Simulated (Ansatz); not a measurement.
Sb2Te3:
```cif
data_Sb2Te3
_chemical_formula_sum 'Sb2 Te3'
_space_group_name_H-M_alt 'P 1'
_space_group_IT_number 1
_cell_length_a 10.90022
_cell_length_b 10.90022
_cell_length_c 10.90022
_cell_angle_alpha 22.785
_cell_angle_beta 22.785
_cell_angle_gamma 22.785
loop_
_space_group_symop_operation_xyz
  'x, y, z'
loop_
_atom_site_label
_atom_site_type_symbol
_atom_site_fract_x
_atom_site_fract_y
_atom_site_fract_z
_atom_site_occupancy
Sb1 Sb 0.39576 0.39576 0.39576 1
Sb2 Sb 0.60424 0.60424 0.60424 1
Te1 Te 0.00000 0.00000 0.00000 1
Te2 Te 0.21775 0.21775 0.21775 1
Te3 Te 0.78225 0.78225 0.78225 1
```

Relaxed with r²SCAN.

Q: Which orbitals make up the states near the band edges in r²SCAN in the plane-wave PAW code Ansatz?

A: Top 1 eV of the valence band: Te 5p 78 %, Sb 5s 14 %, Sb 5p 5 %. Bottom 1 eV of the conduction band: Sb 5p 55 %, Te 5p 34 %. Projections are on Löwdin-orthogonalised atomic valence shells; empty p or d shells of many metals are not among them.

Q: Tabulate the density of states.

A: States/eV per cell of 5 atoms, in 0.25 eV bins, energy from the valence-band maximum.

```tsv
E (eV)	total	Te 5p	Sb 5p	Sb 5s
-7.85	0.51	0.06	0.01	0.26
-7.60	0.49	0.06	0.01	0.24
-7.35	0.42	0.05	0.01	0.20
-7.10	0.18	0.02	0.00	0.09
-6.85	0.01	0.00	0.00	0.00
-6.60	0.00	0.00	0.00	0.00
-6.35	0.00	0.00	0.00	0.00
-6.10	0.00	0.00	0.00	0.00
-5.85	0.00	0.00	0.00	0.00
-5.60	0.28	0.15	0.12	0.00
-5.35	1.90	1.02	0.82	0.00
-5.10	2.19	1.18	0.95	0.01
-4.85	1.66	0.91	0.71	0.01
-4.60	1.96	1.07	0.83	0.02
-4.35	3.37	1.91	1.34	0.04
-4.10	3.89	2.23	1.49	0.05
-3.85	4.16	2.40	1.53	0.06
-3.60	5.18	3.00	1.93	0.06
-3.35	4.05	2.42	1.44	0.05
-3.10	5.09	3.00	1.84	0.06
-2.85	4.47	2.64	1.59	0.07
-2.60	3.63	2.13	1.28	0.07
-2.35	2.83	1.73	0.93	0.05
-2.10	2.81	2.03	0.63	0.05
-1.85	3.33	2.65	0.49	0.06
-1.60	3.77	3.33	0.26	0.08
-1.35	3.83	3.41	0.18	0.15
-1.10	4.13	3.54	0.20	0.28
-0.85	4.03	3.18	0.21	0.53
-0.60	3.20	2.51	0.13	0.47
-0.35	2.11	1.61	0.14	0.31
-0.10	0.14	0.11	0.01	0.02
0.15	0.00	0.00	0.00	0.00
0.40	0.00	0.00	0.00	0.00
0.65	0.44	0.11	0.27	0.01
0.90	2.29	0.71	1.33	0.03
1.15	5.10	1.73	2.83	0.06
1.40	5.23	1.97	2.72	0.06
1.65	5.15	2.07	2.53	0.08
1.90	3.47	1.45	1.70	0.05
2.15	3.19	1.37	1.56	0.04
2.40	2.25	0.94	1.14	0.02
2.65	2.01	0.80	1.05	0.01
2.90	3.59	1.38	1.75	0.02
3.15	3.31	1.32	1.62	0.01
3.40	3.65	1.40	1.63	0.01
3.65	3.60	1.11	1.23	0.01
3.90	3.40	1.07	1.17	0.01
4.15	2.57	0.71	0.75	0.01
4.40	2.88	0.61	0.63	0.00
4.65	2.04	0.38	0.38	0.00
4.90	1.13	0.13	0.13	0.00
5.15	2.70	0.08	0.06	0.00
```

Space group R-3m. The cell was relaxed with r²SCAN under the symmetry of its start. Spin–orbit coupling is left out wherever it is not named.

Potentials: the later of the program's two PAW sets.
